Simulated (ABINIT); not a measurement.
Re:

```xyz
4
Lattice="2.7664 0.0000 0.0000 -1.3832 2.3958 0.0000 0.0000 0.0000 8.9388" Properties=species:S:1:pos:R:3 pbc="T T T"
Re    1.3832    0.7986    6.7041
Re    0.0000    0.0000    4.4694
Re    0.0000    1.5972    2.2347
Re    0.0000    0.0000    0.0000
```

Base run:

```yaml
Program: ABINIT 10.8.3 (patched build)
Functional: PW91
Potentials_or_basis: JTH PAW PBE v2.0
Cutoff: 599 eV
k_mesh: 11 × 11 × 3
Occupations: fermi-dirac, width 0.05 eV
Spin: no spin polarisation
```

Its results: band gap on the k mesh none (metal or under the smearing width); pressure 3.5 GPa.

Task: The run is repeated on the same cell with these changes: functional from PW91 to HCTH407. What comes out?

Result: Band gap on the k mesh none (metal or under the smearing width); pressure -12.2 GPa.

Caveats: the PAW data sets were made with another functional, which shifts forces and pressure a little; spin-orbit coupling is left out, which moves the levels of the heavy elements.
